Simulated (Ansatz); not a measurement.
Input:

```yaml
crystal:
  lattice:
    - [4.13132, 0.00000, 0.00000]
    - [0.00000, 4.13132, 0.00000]
    - [0.00000, 0.00000, 4.13132]
  atoms:
    - { symbol: Ba, position: [0.00000, 0.00000, 0.00000] }
    - { symbol: Sn, position: [0.50000, 0.50000, 0.50000] }
    - { symbol: O, position: [0.00000, 0.50000, 0.50000] }
    - { symbol: O, position: [0.50000, 0.50000, 0.00000] }
    - { symbol: O, position: [0.50000, 0.00000, 0.50000] }
```

No spin polarisation.

1.41 electrons added to each cell, a density of 2.0×10^22 cm⁻³, with a uniform compensating background at fixed cell and a 300 K Fermi–Dirac width.

Level of theory: r2SCAN (Ansatz, an electronic-structure program), spin-orbit coupling left out. Settings: 11×11×11 k-points, 0.0259 eV Fermi–Dirac smearing.

Predict the gap between the host's bands.

1.82 eV.

Predict the Fermi level relative to the doped band's edge (positive inside the band; to 0.05 eV).

+4.15 eV.

What is the computed gap character?

Indirect, R → Γ.

Charged cell with a jellium background: band edges are those of the host's band count, energies are not comparable with the neutral cell, and many-body gap narrowing is missing. Stability against distortions was not tested. The cell was made from BaSnO3 in the cubic perovskite structure (space group Pm-3m, No. 221) by this change: electrons 2.0×10^22 cm⁻³.
